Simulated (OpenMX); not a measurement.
ZrB2:

```
Zr B
1.0
     3.17000    0.00000    0.00000
    -1.58500    2.74530    0.00000
     0.00000    0.00000    3.53300
Zr B
1 2
Direct
  0.00000 0.00000 0.00000
  0.66667 0.33333 0.50000
  0.33333 0.66667 0.50000
```

Base run:

* Program: OpenMX 3.8.5
* Functional: PBE
* Potentials or basis: OpenMX 2013 PBE set, Zr7.0-s3p2d2, B7.0-s2p2d1, grid cutoff 400 Ry
* k mesh: 7 × 7 × 7
* Occupations: fermi-dirac, width 0.05 eV
* Spin: no spin polarisation

Its results: pressure 2.0 GPa; largest force 0.007 eV/Å.

**Question.** The run is repeated on the same cell with these changes: potentials or basis from OpenMX 2013 PBE set, Zr7.0-s3p2d2, B7.0-s2p2d1, grid cutoff 400 Ry to OpenMX 2013 PBE set, Zr7.0-s3p2d1, B7.0-s2p2, grid cutoff 400 Ry. What comes out?

**Answer.** Pressure 3.5 GPa; largest force 0.007 eV/Å.

Caveats: the basis of atomic orbitals isn't converged, which shifts pressures, moduli and gaps.
